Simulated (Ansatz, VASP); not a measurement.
# Re: VASP beside Ansatz

```xyz
1
Lattice="-1.5876 1.5876 1.5876 1.5876 -1.5876 1.5876 1.5876 1.5876 -1.5876" Properties=species:S:1:pos:R:3 pbc="T T T"
Re    0.0000    0.0000    0.0000
```

Change from the starting cell: volume scaled by 1.06.

Alike in both runs: task single point; functional PBE; k mesh 15 × 15 × 15; occupations fermi-dirac, width 0.05 eV; no spin polarisation.

|  | VASP | Ansatz |
| --- | --- | --- |
| version | VASP 6.6.1 | Ansatz 0.2.0 |
| potentials or method | VASP PAW PBE potentials, release 64 (Re), cutoff 520 eV | all-electron LAPW, scalar-relativistic |

|  | VASP | Ansatz | Ansatz less VASP |
| --- | --- | --- | --- |
| pressure (GPa) | -18.7 | -17.9 | +0.79 |

Ansatz ran all-electron here, so the differences hold the error of VASP's frozen core and of both bases.

Caveats: so large a pressure means that the cell lies far from this level's equilibrium, or that cutoff or potentials fall short (VASP). Spin-orbit coupling is left out, which matters for the levels of Re.
